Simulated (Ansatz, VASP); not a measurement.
One calculation of InP, two programs

```
In P
1.0
     0.00000    2.83753    2.83753
     2.83753    0.00000    2.83753
     2.83753    2.83753    0.00000
In P
1 1
Direct
  0.00000 0.00000 0.00000
  0.75000 0.75000 0.75000
```

Alike in both runs: functional PBEsol; k mesh 10 × 10 × 10; no spin polarisation.

Ansatz relaxed the structure, and its values are those at the end. VASP's run is a single point on that final structure, the one shown.

```csv
,VASP,Ansatz
version,VASP 6.6.1,Ansatz 0.2.0
potentials or method,"VASP PAW PBE potentials, release 64 (In_d, P)","scalar-relativistic, plane waves, PAW"
plane-wave cutoff (eV),520,420
occupations,"gaussian, width 0.01 eV",fixed
valence electrons in the cell,18,18
```

|  | VASP | Ansatz | Ansatz less VASP |
| --- | --- | --- | --- |
| gap on the k mesh at the Fermi level (eV) | 1.13 | 1.13 | 0.000 |
| least direct gap on the mesh (eV) | 1.13 | 1.13 | 0.000 |
| pressure (GPa) | 8.9 | 9.0 | +0.05 |

Caveats: the PAW data sets were made with another functional, which shifts forces and pressure a little (VASP); spin-orbit coupling is left out, which moves the levels of the heavy elements. A k mesh can miss the band edges. As with any semilocal functional, this PBEsol gap is likely too small.
